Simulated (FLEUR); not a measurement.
# Al (Fm-3m) in FLEUR: notebook

The runs below take Al through equation of state, with PBE.

Everything below comes from runs of FLEUR MaX-R8.1 (later development tree). Logs are shortened: lines on timing, memory, paths and dates and some standing lists are left out, and cuts for length are marked.

**Measured values to compare with.**

“The interpretation of polycrystalline coherent inelastic neutron scattering from aluminium”, 2013, pmc:3831299 quotes, for a bulk crystal of Al: bulk modulus 76.9 GPa.

How close the calculation comes is told below.

**1. Starting point**

Symmetry: Fm-3m, No. 225, cubic system. The conventional cell has a = 4.050 Å, b = 4.050 Å, c = 4.050 Å, α = 90.00°, β = 90.00°, γ = 90.00°. Around Al (site symmetry m-3m) lie 12 Al at 2.86 Å.

**2. Equation of state, PBE, 15.61 Å³/atom (volume scaled by 0.94)**

inp.xml reads:

```xml
<?xml version="1.0" encoding="UTF-8" standalone="no"?>
<fleurInput fleurInputVersion="0.39">
   <comment>
      Al                                                                                                  
   </comment>
   <calculationSetup>
      <cutoffs Kmax="4.1" Gmax="12.7" GmaxXC="12.7" numbands="0"/>
      <scfLoop itmax="60" minDistance="0.00001" maxIterBroyd="15" imix="Anderson" alpha="0.05" precondParam="0.0" spinf="2.0" sdNocoIR="T"/>
      <coreElectrons ctail="T" frcor="F" kcrel="0" coretail_lmax="0"/>
      <xcFunctional name="pbe" relativisticCorrections="F"/>
      <magnetism jspins="1"/>
      <soc l_soc="F" theta="0.0" phi="0.0" spav="F"/>
      <expertModes spex="0" secvar="F"/>
      <geometryOptimization l_f="F" forcealpha="1.0" forcemix="BFGS" epsdisp="0.0005" epsforce="0.0002"/>
      <ldaU l_linMix="F" mixParam="0.05" spinf="1.0"/>
   </calculationSetup>
   <cell>
      <bzIntegration valenceElectrons="11.0" mode="hist" fermiSmearingEnergy="0.00183747">
         <kPointListSelection listName="default-1"/>
         <!-- k-points included here -->
         <xi:include xmlns:xi="http://www.w3.org/2001/XInclude" href="kpts.xml"> </xi:include>
      </bzIntegration>
      <!-- symmetry operations included here -->
      <xi:include xmlns:xi="http://www.w3.org/2001/XInclude" href="sym.xml"> </xi:include>
      <bulkLattice scale="0.9795861087">
         <bravaisMatrix>
            <row-1>    0.0000000000000000     3.8263269057207032     3.8263269057207032</row-1>
            <row-2>    3.8263269057207032     0.0000000000000000     3.8263269057207032</row-2>
            <row-3>    3.8263269057207032     3.8263269057207032     0.0000000000000000</row-3>
         </bravaisMatrix>
      </bulkLattice>
   </cell>
   <atomSpecies>
      <species name="Aluminum (Al)" element="Al" atomicNumber="13">
         <mtSphere radius="2.45" gridPoints="829" logIncrement="0.014"/>
         <atomicCutoffs lmax="10" lnonsphr="8"/>
         <electronConfig flipSpins="F">
            <coreConfig>(1s1/2)</coreConfig>
            <valenceConfig>(2s1/2) (2p1/2) (2p3/2) (3s1/2) (3p1/2) (3p3/2)</valenceConfig>
            <stateOccupation state="(3p1/2)" spinUp="0.166667" spinDown="0.166667"/>
            <stateOccupation state="(3p3/2)" spinUp="0.333333" spinDown="0.333333"/>
         </electronConfig>
         <energyParameters s="3" p="3" d="3" f="4"/>
         <lo type="SCLO" l="0" n="2" eDeriv="0"/>
         <lo type="SCLO" l="1" n="2" eDeriv="0"/>
         <lo type="SCLO" l="2" n="3" eDeriv="2"/>
         <lo type="SCLO" l="3" n="4" eDeriv="2"/>
      </species>
   </atomSpecies>
   <atomGroups>
      <atomGroup species="Aluminum (Al)">
         <relPos label="                   1">.0000000000 .0000000000 .0000000000</relPos>
         <force calculate="T" relaxXYZ="TTT"/>
      </atomGroup>
   </atomGroups>
   <output dos="F" band="F" slice="F">
      <checks vchk="F" cdinf="F"/>
      <bandDOS minEnergy="-.5*Htr" maxEnergy="0.5*Htr" sigma="0.015" storeEVData="T"/>
      <vacuumDOS vacdos="F" integ="F" star="F" nstars="0" locx1="0.0" locy1="0.0" locx2="0.0" locy2="0.0" nstm="0" tworkf="0.0"/>
      <unfoldingBand unfoldBand="F" supercellX="1" supercellY="1" supercellZ="1"/>
      <plotting iplot="0" polar="F">
         <plot TwoD="T" vec1="  1.0  0.0  0.0" vec2="  0.0  1.0  0.0" vec3="  0.0  0.0  1.0" zero="  0.0  0.0  0.0" file="plot"/>
      </plotting>
      <chargeDensitySlicing numkpt="0" minEigenval="0.0" maxEigenval="0.0" nnne="0" pallst="F"/>
      <specialOutput eonly="F"/>
      <moessbauerParams electricFieldGradient="T" isomerShift="T" coreHyperfine="T" valenceHyperfine="T"/>
      <magneticCircularDichroism mcd="F" energyLo="-10.0" energyUp="0.0"/>
   </output>
  <!-- We include the file relax.xml here to enable relaxations (see documentation) -->
  <xi:include xmlns:xi="http://www.w3.org/2001/XInclude" href="relax.xml"> <xi:fallback/> </xi:include>
</fleurInput>
```

Potentials or basis: all-electron, FLAPW.

Launch:

```sh
inpgen -f crystal.txt -profile fastHighL
# inp.xml edited to the form shown
fleur_MPI
```

What it wrote:

```text
Welcome to FLEUR        (www.flapw.de)
      MaX-Release 8.1          (www.max-centre.eu)

 ========== k-point set info ==========
 Selected k-point list: default-1
 k-point list type: mesh
 11 x 11 x 11
 Number of k points: 56

 ------------Calculation Setup---------------------------
 Number of MPI-tasks      :            1
 Number of PE/node        :            1
 Number of OMP-threads    :            1
 Most efficient MPI parallelization for:
           1           2           4           7           8          14          28          56
 Additional eigenvalue parallelization possible
 Number of basis functions:          157
 Approximate size of matrices (H+S) per k-point:         0.000 GB
 --------------------------------------------------------
 Iteration:     1   Distance:       4.01403039 me/bohr^3
 Iteration:     2   Distance:       3.79669178 me/bohr^3
 Iteration:     3   Distance:       1.11472336 me/bohr^3
 Iteration:     4   Distance:       0.19219922 me/bohr^3
 Iteration:     5   Distance:       0.09775335 me/bohr^3
 Iteration:     6   Distance:       0.00635175 me/bohr^3
 Iteration:     7   Distance:       0.00672032 me/bohr^3
 Iteration:     8   Distance:       0.00016059 me/bohr^3
 Iteration:     9   Distance:       0.00005359 me/bohr^3
 Iteration:    10   Distance:       0.00000317 me/bohr^3

 ********************************************************************
 Run finished successfully
 Stop message:
   all done
 ********************************************************************
```

out.xml (last iteration):

```text
<iteration numberForCurrentRun="   10" overallNumber="   10">
         <energyParameters units="Htr">
            <atomicEP atomType="1" spin="1" branch="3s" branchLowest="-3.49" branchHighest="1.01" value="0.0826333179"/>
            <atomicEP atomType="1" spin="1" branch="3p" branchLowest="-2.08" branchHighest="1.42" value="0.2405151079"/>
            <atomicEP atomType="1" spin="1" branch="3d" branchLowest="-9.99" branchHighest="1.78" value="0.4197349329"/>
            <atomicEP atomType="1" spin="1" branch="4f" branchLowest="-9.99" branchHighest="3.40" value="0.5878835864"/>
            <loAtomicEP atomType="1" spin="1" branch="2s" branchLowest="-55.05" branchHighest="-3.49" value="-3.4955458453"/>
            <loAtomicEP atomType="1" spin="1" branch="2p" branchLowest="-9.99" branchHighest="-2.08" value="-2.0794231837"/>
            <loAtomicEP atomType="1" spin="1" branch="3d" branchLowest="-9.99" branchHighest="1.78" value="0.4197345462"/>
            <loAtomicEP atomType="1" spin="1" branch="4f" branchLowest="-9.99" branchHighest="3.40" value="0.5878857281"/>
         </energyParameters>
         <eigenvalues>
            <eigenvaluesAt spin="1" ikpt="1" k_x="0.00000000" k_y="0.00000000" k_z="0.00000000">
                      -3.4956792703       -2.0789320957       -2.0789320957       -2.0789320957       -0.1207198101
                       0.7777115766        0.7777115766        0.7777115766        0.8513894358
            </eigenvaluesAt>
            <eigenvaluesAt spin="1" ikpt="2" k_x="0.00000000" k_y="0.00000000" k_z="0.09090909">
                      -3.4956686777       -2.0790152145       -2.0789450136       -2.0789450136       -0.1121497636
                       0.6706225232        0.7572755903        0.7572755903        0.8700570731
            </eigenvaluesAt>
            <eigenvaluesAt spin="1" ikpt="3" k_x="0.00000000" k_y="0.00000000" k_z="0.18181818">
                      -3.4956401300       -2.0792376350       -2.0789794858       -2.0789794858       -0.0865357824
                       0.5321689760        0.7312760650        0.7312760650        0.8592195474
            </eigenvaluesAt>
            <eigenvaluesAt spin="1" ikpt="4" k_x="0.00000000" k_y="0.00000000" k_z="0.27272727">
                      -3.4956027947       -2.0795284161       -2.0790246011       -2.0790246011       -0.0441560840
                       0.4018595518        0.7163374360        0.7163374360        0.8501739234
            </eigenvaluesAt>
         </eigenvalues>
         <bandgap value="0.2818726888" units="eV"/>
         <sumValenceSingleParticleEnergies value="-19.0643307314" units="Htr"/>
         <FermiEnergy value="0.3027016466" units="Htr"/>
         <valenceDensity>
            <mtCharges spin="1">
               <mtCharge atomType="1" total="9.7834167" s="2.7765717" p="6.8184457" d="0.1761276" f="0.0113694"/>
            </mtCharges>
            <spinDependentCharge spin="1" total="11.0000000" interstitial="1.2165833" mtSpheres="9.7834167"/>
            <totalCharge value="11.0000000000"/>
         </valenceDensity>
         <coreStates atomType="     1" atomicNumber=" 13" spin="1" kinEnergy="    159.3061744447" eigValSum="   -110.0931022745" lostElectrons=" 0.000000">
            <state n="1" l="0" j="0.5" energy="-55.0465511373" weight="1.0000000000"/>
         </coreStates>
         <allElectronCharges>
            <spinDependentCharge spin="1" total="13.0000000" interstitial="1.2165833" mtSpheres="11.7834167"/>
            <totalCharge value="13.0000000001"/>
         </allElectronCharges>
         <moessbauerParams unitsHFF="kG" unitsIS="e/bohr^3" unitsEFG="Htr/bohr^2">
            <coreIsomerShift atomType="1" isTotal="1403.13661">
               <shell n="1" l="0" isomerShift="1403.13661"/>
            </coreIsomerShift>
            <isomerShift atomType="1" nucleusRadius="0.0000708" averageDensity="1502.22113"/>
            <electricFieldGradient atomType="1" VXX="0.00000" VYY="0.00000" VZZ="0.00000" asymParam="0.00000">
            </electricFieldGradient>
         </moessbauerParams>
         <totalEnergy                                    value="     -242.8218545251" units="Htr">
            <sumOfEigenvalues                            value="     -129.1574330059">
               <coreElectrons value="-110.0931022745"/>
               <valenceElectrons value="-19.0643307314"/>
            </sumOfEigenvalues>
            <densityCoulombPotentialIntegral value="-348.4202811278"/>
            <densityEffectivePotentialIntegral value="-372.4990691941"/>
            <chargeDenXCDenIntegral value="-18.6542004964"/>
            <FockExchangeEnergyValence value="0.0000000000"/>
            <FockExchangeEnergyCore value="0.0000000000"/>
            <atomTypeDependentContributions atomType="1">
               <electronNucleiInteractionDifferentMTs value="288.4437809001"/>
               <MadelungTerm value="-4.8553687529"/>
            </atomTypeDependentContributions>
            <tkbTimesEntropy value="0.0001395543"/>
            <freeEnergy value="-242.8219940794"/>
            <extrapolationTo0K value="-242.8219243022"/>
         </totalEnergy>
         <densityConvergence units="me/bohr^3">
            <chargeDensity spin="1" distance="0.0000031693"/>
         </densityConvergence>
      </iteration>
```

It took 7.2 s on 1 thread of Arm Neoverse V1, shared host; peak memory 0.06 GiB.

Results:

- Free energy: -6607.5231 eV
- Band gap on the k mesh: none (metal or under the smearing width)
- Valence electrons inside the program's atomic spheres: Al 9.78 (radii Al 2.45 bohr)

**3. Equation of state, PBE, 15.94 Å³/atom (volume scaled by 0.96)**

Edit inp.xml of step 2 so:

```diff
@@ -24,3 +24,3 @@
       <xi:include xmlns:xi="http://www.w3.org/2001/XInclude" href="sym.xml"> </xi:include>
-      <bulkLattice scale="0.9795861087">
+      <bulkLattice scale="0.9864848297">
          <bravaisMatrix>
```

Potentials or basis: all-electron, FLAPW.

Launch:

```sh
inpgen -f crystal.txt -profile fastHighL
# inp.xml edited to the form shown
fleur_MPI
```

Wall time 7.3 s (1 thread of Arm Neoverse V1, shared host); peak memory 0.06 GiB.

Results (log left out):

| Item | Value |
| --- | --- |
| Free energy | -6607.5314 eV |
| Band gap on the k mesh | none (metal or under the smearing width) |
| Valence electrons inside the program's atomic spheres | Al 9.75 (radii Al 2.45 bohr) |

**4. Equation of state, PBE, 16.27 Å³/atom (volume scaled by 0.98)**

Edit inp.xml of step 3 so:

```diff
@@ -24,3 +24,3 @@
       <xi:include xmlns:xi="http://www.w3.org/2001/XInclude" href="sym.xml"> </xi:include>
-      <bulkLattice scale="0.9864848297">
+      <bulkLattice scale="0.9932883884">
          <bravaisMatrix>
```

Launch:

```sh
inpgen -f crystal.txt -profile fastHighL
# inp.xml edited to the form shown
fleur_MPI
```

It took 7.4 s on 1 thread of Arm Neoverse V1, shared host; peak memory 0.06 GiB.

Results (log left out):

* Free energy: -6607.5358 eV
* Band gap on the k mesh: none (metal or under the smearing width)
* Valence electrons inside the program's atomic spheres: Al 9.73 (radii Al 2.45 bohr)

**5. Equation of state, PBE, 16.60 Å³/atom**

Edit inp.xml of step 4 so:

```diff
@@ -24,3 +24,3 @@
       <xi:include xmlns:xi="http://www.w3.org/2001/XInclude" href="sym.xml"> </xi:include>
-      <bulkLattice scale="0.9932883884">
+      <bulkLattice scale="1.0000000000">
          <bravaisMatrix>
```

Launch:

```sh
inpgen -f crystal.txt -profile fastHighL
# inp.xml edited to the form shown
fleur_MPI
```

It took 7.5 s on 1 thread of Arm Neoverse V1, shared host; peak memory 0.06 GiB.

It converged, with:

| Property | Result |
| --- | --- |
| Free energy | -6607.5366 eV |
| Band gap on the k mesh | none (metal or under the smearing width) |
| Valence electrons inside the program's atomic spheres | Al 9.70 (radii Al 2.45 bohr) |

**6. Equation of state, PBE, 16.93 Å³/atom (volume scaled by 1.02)**

Edit inp.xml of step 5 so:

```diff
@@ -24,3 +24,3 @@
       <xi:include xmlns:xi="http://www.w3.org/2001/XInclude" href="sym.xml"> </xi:include>
-      <bulkLattice scale="1.0000000000">
+      <bulkLattice scale="1.0066227096">
          <bravaisMatrix>
```

Potentials or basis: all-electron, FLAPW.

Launch:

```sh
inpgen -f crystal.txt -profile fastHighL
# inp.xml edited to the form shown
fleur_MPI
```

Wall time 7.6 s (1 thread of Arm Neoverse V1, shared host); peak memory 0.06 GiB.

The run converged. Its results:

```
Free energy                                           : -6607.5342 eV
Band gap on the k mesh                                : none (metal or under the smearing width)
Valence electrons inside the program's atomic spheres : Al 9.68 (radii Al 2.45 bohr)
```

**7. Equation of state, PBE, 17.27 Å³/atom (volume scaled by 1.04)**

Edit inp.xml of step 6 so:

```diff
@@ -24,3 +24,3 @@
       <xi:include xmlns:xi="http://www.w3.org/2001/XInclude" href="sym.xml"> </xi:include>
-      <bulkLattice scale="1.0066227096">
+      <bulkLattice scale="1.0131594038">
          <bravaisMatrix>
```

Launch:

```sh
inpgen -f crystal.txt -profile fastHighL
# inp.xml edited to the form shown
fleur_MPI
```

Run time: 7.8 s. Hardware: 1 thread of Arm Neoverse V1, shared host; peak memory 0.06 GiB.

It converged, with:

```
Free energy                                           : -6607.5289 eV
Band gap on the k mesh                                : none (metal or under the smearing width)
Valence electrons inside the program's atomic spheres : Al 9.65 (radii Al 2.45 bohr)
```

**8. Equation of state, PBE, 17.60 Å³/atom (volume scaled by 1.06)**

Edit inp.xml of step 7 so:

```diff
@@ -24,3 +24,3 @@
       <xi:include xmlns:xi="http://www.w3.org/2001/XInclude" href="sym.xml"> </xi:include>
-      <bulkLattice scale="1.0131594038">
+      <bulkLattice scale="1.0196128224">
          <bravaisMatrix>
```

Launch:

```sh
inpgen -f crystal.txt -profile fastHighL
# inp.xml edited to the form shown
fleur_MPI
```

It took 7.9 s on 1 thread of Arm Neoverse V1, shared host; peak memory 0.06 GiB.

Results (log left out):

```yaml
Free_energy: -6607.5211 eV
Band_gap_on_the_k_mesh: none (metal or under the smearing width)
Valence_electrons_inside_the_program's_atomic_spheres: Al 9.63 (radii Al 2.45 bohr)
```

**9. Equation of state, PBE**

Potentials or basis: all-electron, FLAPW.

This step only gathers the single runs of the series.

Results:

| Quantity | Value |
| --- | --- |
| Equilibrium volume | 16.51 Å³/atom |
| Bulk modulus | 79 GPa |
| Pressure derivative of the bulk modulus | 4.4 |

Energy against volume, from the lowest point:
| volume (Å³/atom) | energy (meV/atom) |
| --- | --- |
| 15.607 | 13.50 |
| 15.939 | 5.16 |
| 16.271 | 0.81 |
| 16.603 | 0.00 |
| 16.935 | 2.41 |
| 17.267 | 7.68 |
| 17.599 | 15.51 |

**10. Comparison with measurements**

Step 9. A measured bulk modulus of Al is 76.9 GPa (quoted in “The interpretation of polycrystalline coherent inelastic neutron scattering from aluminium”, 2013, pmc:3831299); the calculated 79 GPa misses it by +2.5 %. The fit is for a static lattice scaled at fixed shape and fixed fractional positions. The cell as given is a measured one (16.60 Å³/atom); PBE puts the equilibrium volume -0.5 % from it, thermal expansion not counted.
